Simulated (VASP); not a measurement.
Input of a VASP 6.6.1 run:

File INCAR:

```
PREC     = Accurate       # precision mode
ENCUT    = 520            # plane-wave cutoff, eV
EDIFF    = 1E-6           # SCF threshold, eV
ISMEAR   = -1             # smearing method
SIGMA    = 0.05           # smearing width, eV
LREAL    = F              # projectors in reciprocal space
LASPH    = T              # aspherical terms in the spheres
NELM     = 60             # most SCF steps
ALGO     = Normal         # electronic algorithm
ISIF     = 2              # what is computed and relaxed
LWAVE    = F              # write WAVECAR
LCHARG   = F              # write CHGCAR
METAGGA  = SCAN           # meta-GGA
LMIXTAU  = T            
NBANDS   = 16             # bands
```

KPOINTS

```
Automatic mesh
0
Gamma
  8 8 8
```

POSCAR

```
InP
1.0
    0.0000000000      2.9305000000      2.9305000000
    2.9305000000      0.0000000000      2.9305000000
    2.9305000000      2.9305000000      0.0000000000
In P
1 1
Direct
    0.0000000000      0.0000000000      0.0000000000
    0.7500000000      0.7500000000      0.7500000000
```

File KPOINTS_OPT:

```
path GXWKGLUWLK,UX
20
line-mode
reciprocal
 0.0000000000  0.0000000000  0.0000000000  G
 0.5000000000  0.0000000000  0.5000000000  X

 0.5000000000  0.0000000000  0.5000000000  X
 0.5000000000  0.2500000000  0.7500000000  W

 0.5000000000  0.2500000000  0.7500000000  W
 0.3750000000  0.3750000000  0.7500000000  K

 0.3750000000  0.3750000000  0.7500000000  K
 0.0000000000  0.0000000000  0.0000000000  G

 0.0000000000  0.0000000000  0.0000000000  G
 0.5000000000  0.5000000000  0.5000000000  L

 0.5000000000  0.5000000000  0.5000000000  L
 0.6250000000  0.2500000000  0.6250000000  U

 0.6250000000  0.2500000000  0.6250000000  U
 0.5000000000  0.2500000000  0.7500000000  W

 0.5000000000  0.2500000000  0.7500000000  W
 0.5000000000  0.5000000000  0.5000000000  L

 0.5000000000  0.5000000000  0.5000000000  L
 0.3750000000  0.3750000000  0.7500000000  K

 0.6250000000  0.2500000000  0.6250000000  U
 0.5000000000  0.0000000000  0.5000000000  X
```

Potentials or basis: VASP PAW PBE potentials, release 64 (In_d, P).

The run is started by

```sh
$ cat potpaw_PBE.64/In_d/POTCAR potpaw_PBE.64/P/POTCAR > POTCAR
$ mpirun -np 1 vasp_std > vasp.out
```

What does it give for the band gap on the k mesh?

1.06 eV, direct.

Predict the band gap along the path.

1.06 eV, direct.

Levels at the corners of the path, in eV from the valence-band top:
```
point  band 6  band 7  band 8  band 9  band 10  band 11  band 12  band 13
    Γ  -12.03    0.00    0.00    0.00     1.06     4.38     4.38     4.38
    X   -9.54   -5.94   -2.42   -2.42     1.99     2.52     9.80    10.22
    X   -9.54   -5.94   -2.42   -2.42     1.99     2.52     9.80    10.22
    W   -9.45   -5.78   -3.06   -3.02     4.58     4.76     5.99     6.57
    W   -9.45   -5.78   -3.06   -3.02     4.58     4.76     5.99     6.57
    K   -9.55   -5.79   -3.42   -2.03     2.62     4.73     7.99     8.00
    K   -9.55   -5.79   -3.42   -2.03     2.62     4.73     7.99     8.00
    Γ  -12.03    0.00    0.00    0.00     1.06     4.38     4.38     4.38
    Γ  -12.03    0.00    0.00    0.00     1.06     4.38     4.38     4.38
    L  -10.22   -5.92   -1.02   -1.02     1.79     5.14     5.14     7.52
    L  -10.22   -5.92   -1.02   -1.02     1.79     5.14     5.14     7.52
    U   -9.55   -5.79   -3.42   -2.03     2.62     4.73     7.99     8.00
    U   -9.55   -5.79   -3.42   -2.03     2.62     4.73     7.99     8.00
    W   -9.45   -5.78   -3.06   -3.02     4.58     4.76     5.99     6.57
    W   -9.45   -5.78   -3.06   -3.02     4.58     4.76     5.99     6.57
    L  -10.22   -5.92   -1.02   -1.02     1.79     5.14     5.14     7.52
    L  -10.22   -5.92   -1.02   -1.02     1.79     5.14     5.14     7.52
    K   -9.55   -5.79   -3.42   -2.03     2.62     4.73     7.99     8.00
    U   -9.55   -5.79   -3.42   -2.03     2.62     4.73     7.99     8.00
    X   -9.54   -5.94   -2.42   -2.42     1.99     2.52     9.80    10.22
```

Caveat: spin-orbit coupling is left out, which moves the levels of the heavy elements.

**What was measured.**

From a printed reference work, data compilation, for a bulk crystal of InP at 1.6 K: band gap 1.4236 eV (direct).

Measured gap of InP: 1.4236 eV (direct; 1.6 K; a printed reference work, data compilation). This calculation gives 1.06 eV (-0.36 eV). Spin-orbit coupling on In is left out. The value is that of SCAN, without temperature or zero-point motion.
